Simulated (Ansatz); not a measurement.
**CdTe: the crystal squeezed far**

An exercise on one series of results from a longer session: the logs are not shown, and one member is left open.

Computed with Ansatz 0.2.0 (DFT, r2SCAN, PAW with Ansatz's default frozen-core files, scalar-relativistic, unless a step's input says otherwise).

1 further run of the same task is left out (for a known fault of the program).

**The starting structure**

The structure is cubic, space group Fm-3m (No. 225). The conventional cell has a = 6.133 Å, b = 6.133 Å, c = 6.133 Å, α = 90.00°, β = 90.00°, γ = 90.00°. Cd (site symmetry m-3m) has 6 Te at 3.07 Å as nearest neighbours. Te (site symmetry m-3m) is surrounded by 6 Cd at 3.07 Å.

Structure file:

```
CELL_PARAMETERS angstrom
0.00000 3.06656 3.06656
3.06656 0.00000 3.06656
3.06656 3.06656 0.00000
ATOMIC_POSITIONS crystal
Cd 0.00000 0.00000 0.00000
Te 0.50000 0.50000 0.50000
```

Whether this phase is the stable one at these pressures isn't tested.

Atoms are numbered in the order of the input: Cd1, Te2.

Set-up of the first run:

The input, input.yaml:

```yaml
crystal:
  lattice:
    - [0.0, 3.066564, 3.066564]
    - [3.066564, 0.0, 3.066564]
    - [3.066564, 3.066564, 0.0]
  atoms:
    - { symbol: Cd, position: [0.0, 0.0, 0.0] }
    - { symbol: Te, position: [0.5, 0.5, 0.5] }
kpoints:
  mp_grid: { grid: [10, 10, 10] }
  band_path:
    path:
      - [0.0, 0.0, 0.0]
      - [0.5, 0.0, 0.5]
      - [0.625, 0.25, 0.625]
      - [0.375, 0.375, 0.75]
      - [0.0, 0.0, 0.0]
      - [0.5, 0.5, 0.5]
      - [0.5, 0.25, 0.75]
      - [0.5, 0.0, 0.5]
    npoints: 6
scf:
  occupations: { method: fermi_dirac, width: 0.05 }
hamiltonian:
  xc: r2scan
  pseudopotentials: { kind: paw }
output:
  forces: true
  stress: true
  eigenvalues: true
  efg: { contact_densities: true }
  populations: true
```

Command:

```sh
$ ansatz run input.yaml --threads 1 --pin off --max-ram 2048MiB --backend cpu --events-out ev --progress --plain --runs-dir out
```

Steps of the session up to this table: Volume scaled by 1, PAW; Volume scaled by 0.85, PAW; Volume scaled by 0.75, PAW; Volume scaled by 0.65, PAW.

One table of the session follows, with a row left open; its other results are not shown here.

| method | volume over the first | volume (Å³/atom) | pressure (GPa) |
| --- | --- | --- | --- |
| PAW | 1 | 28.837 | -1.25 |
| PAW | 0.85 | 24.512 | 10.19 |
| PAW | 0.75 | 21.628 | 26.25 |
| PAW | 0.65 | ? | ? |

Q: Estimate the row for PAW, 0.65 from the others.

**Answer.** volume (Å³/atom): 18.744; pressure (GPa): 56.95. In the column «volume (Å³/atom)» it is the lowest.

Limits of these values: Warnings in the runs' records: gradients without spin orbit.
